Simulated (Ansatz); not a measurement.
Method: DFT PBE, scalar-relativistic, plane waves, PAW in Ansatz 0.2.0. All cells share a 420 eV cutoff and Γ-centred k meshes spaced at most about 0.3 Å⁻¹ (about 0.25 or finer for metals, 2π included). Spin is collinear.

These are static total energies at zero pressure.

Compare these two cells of AlCo4, each relaxed at this level.

A. (parallel moments up to 1.7 μB)

```
CELL_PARAMETERS angstrom
2.40370 0.00000 0.00000
0.00000 4.61966 0.00000
0.00000 0.00000 6.63881
ATOMIC_POSITIONS crystal
Al 0.00000 0.50000 0.00000
Co 0.00000 0.24659 0.67413
Co 0.00000 0.75341 0.32587
Co 0.00000 0.24659 0.32587
Co 0.00000 0.75341 0.67413
```

B. (parallel moments up to 1.6 μB)

```
CELL_PARAMETERS angstrom
2.34822 -3.47906 0.00000
2.34822 3.47906 0.00000
0.00000 0.00000 4.00547
ATOMIC_POSITIONS crystal
Al 0.50000 0.50000 0.00000
Co 0.16537 0.83463 0.00000
Co 0.83463 0.16537 0.00000
Co 0.24086 0.24086 0.50000
Co 0.75914 0.75914 0.50000
```

Problem. Which would you expect to be lower, and how large is the difference?

Solution. B is lower, by 0.36 eV/atom. A has space group Pmmm (No. 47), 14.7 Å³/atom and no gap on its mesh; B has space group Cmmm (No. 65), 13.1 Å³/atom and no gap. Counting all near atoms (those within 1.25 times the shortest distance at each site; a plus sign parts nearer from farther groups; a slash parts the counts of unlike sites), A has Al 6, Co 6 and B has Al 6+4, Co 8/2+8. The denser one is the lower, and pressure would at first widen the difference. Even the lower one lies +0.38 eV/atom against the reference forms of the elements (uncorrected), so neither is stable at this level. In A, Al is surrounded by 2 Al at 2.40 Å and 4 Co at 2.46 Å; Co is surrounded by 5 Co at 2.28–2.40 Å and 1 Al at 2.46 Å. In B, Al is surrounded by 6 Co at 2.33–2.34 Å and 4 Co at 2.61 Å; Co on a site of symmetry m2m is surrounded by 1 Co at 2.30 Å, 1 Al at 2.33 Å, 6 Co at 2.57–2.63 Å and 2 Al at 2.61 Å; around Co on a site of symmetry 2mm lie 1 Co at 2.26 Å, 2 Al at 2.34 Å, 1 Co at 2.43 Å and 4 Co at 2.57 Å. Both come from invented guesses. The lowest form computed isn't among them: it has Al and Co ordered on fcc sites, space group R-3m (No. 166), 11.5 Å³/atom, is reached from a Materials Project cell and lies 0.40 eV/atom below the best shown.

Another magnetic order may lie lower. Cells relaxed within their symmetry can be saddle points. Some candidate types were left out of the draw beforehand, so a known form may be missing.
